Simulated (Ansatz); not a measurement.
## P: phonons across the zone

These are results of DFT PBE, scalar-relativistic, plane waves, PAW in Ansatz 0.2.0, not measurements. Cutoff 420 eV, 6×6×6 k-points (Γ-centred), fixed occupations. No spin polarisation. Phonons by linear response, acoustic sum rule imposed.

The cell, relaxed at this level:
```xyz
8
Lattice="-3.9418 3.9418 3.2132 3.9418 -3.9418 3.2132 3.9418 3.9418 -3.2132" Properties=species:S:1:pos:R:3 pbc="T T T"
P     0.4680    6.3870   -0.2152
P     3.4737   -2.4452    2.9980
P     1.4966    3.4737    1.3914
P    -1.4966    4.4098    1.3914
P    -0.4680    2.4452    1.8219
P     0.4680    5.4383    1.8219
P     2.4452    3.4737    3.4285
P     1.4966    0.4680    0.2152
```

It was reached by relaxing an invented guess, and it needn't be the stable form of this composition. This form isn't the element's ground state: it lies 33 meV/atom above the standard structure at this level.

Force constants from linear response on a 2×2×2 q mesh.

Question: Is the structure dynamically stable on the q mesh?

Answer: Yes, on this mesh: no mode is imaginary.

Question: Give the frequencies (cm⁻¹) at the zone-boundary points of high symmetry (interpolated where a point lies off the q mesh).

Answer:
| point | q | frequencies |
| --- | --- | --- |
| X | 0.000 0.000 0.500 | 48 48 98 98 116 116 162 162 186 186 210 210 384 384 396 396 405 405 411 411 424 424 448 448 |
| M | -0.500 0.500 0.500 | 53 53 109 109 149 149 155 155 163 163 235 235 378 378 401 401 408 408 414 414 421 421 425 425 |
| Z | 0.416 0.416 -0.416 | 56 56 94 122 141 141 143 167 168 168 229 237 379 379 397 402 407 410 412 412 419 425 425 435 |
| Z0 | -0.416 0.584 0.416 | 56 56 94 122 141 141 143 167 168 168 229 237 379 379 397 402 407 410 412 412 419 425 425 435 |
| P | 0.250 0.250 0.250 | 85 85 94 94 116 116 140 140 198 198 208 208 382 382 397 397 408 408 409 409 427 427 444 444 |
| N | 0.000 0.500 0.000 | 39 40 99 106 110 144 148 165 166 182 218 220 382 383 390 401 408 409 410 410 422 427 435 460 |
